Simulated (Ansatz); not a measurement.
MgB2: what symmetry allows forces and stress to be

```yaml
crystal:
  lattice:
    - [3.10308, -0.06170, 0.00000]
    - [-1.60497, 2.66153, 0.00000]
    - [0.00000, 0.00000, 3.53406]
  atoms:
    - { symbol: Mg, position: [0.99953, 0.00684, 0.00000] }
    - { symbol: B, position: [0.27779, 0.66964, 0.50000] }
    - { symbol: B, position: [0.72268, 0.32352, 0.50000] }
```

Computed with DFT PBEsol, scalar-relativistic, plane waves, PAW in Ansatz 0.2.0.

Settings: cutoff 420 eV, Γ-centred mesh 14×14×10 on the computed 3-atom cell, Gaussian smearing of 0.10 eV; no spin polarisation.

This distorted cell has space group Pm, with 2 operations.

**Question.** Without a calculation: in which directions can each atom feel a force?

**Answer.** A force must be left unchanged by every operation that keeps its atom in place, so it lies in the space that those operations leave fixed. Atoms that the group maps onto each other feel forces of one size.
| atom | site symmetry | operations at the site | equivalent to atom | allowed force (Cartesian) |
| --- | --- | --- | --- | --- |
| Mg1 | m | 2 | 1 | in the plane normal to (0.00, 0.00, 1.00) |
| B2 | m | 2 | 2 | in the plane normal to (0.00, 0.00, 1.00) |
| B3 | m | 2 | 3 | in the plane normal to (0.00, 0.00, 1.00) |

That leaves 6 independent force components of 9, tied by 2 conditions that the forces sum to zero, so 4 remain. A relaxation in this cell that keeps the symmetry moves the atoms in these directions alone.

**Question.** And the stress tensor?

**Answer.** It must be invariant under the point group, which leaves 4 independent components: yz, xz vanish.

**Question.** Do the computed values obey this?

**Answer.** Yes. Forces (eV/Å):
```
Mg1  0.116 -0.137  0.000
B2   4.984  3.027  0.000
B3  -5.100 -2.890  0.000
```

Stress (GPa, compression positive, xx yy zz yz xz xy): 19.90 12.79 -0.12 0.00 0.00 17.20. The program imposes the same operations on density, forces and stress, so this confirms the analysis and is no independent test of the calculation.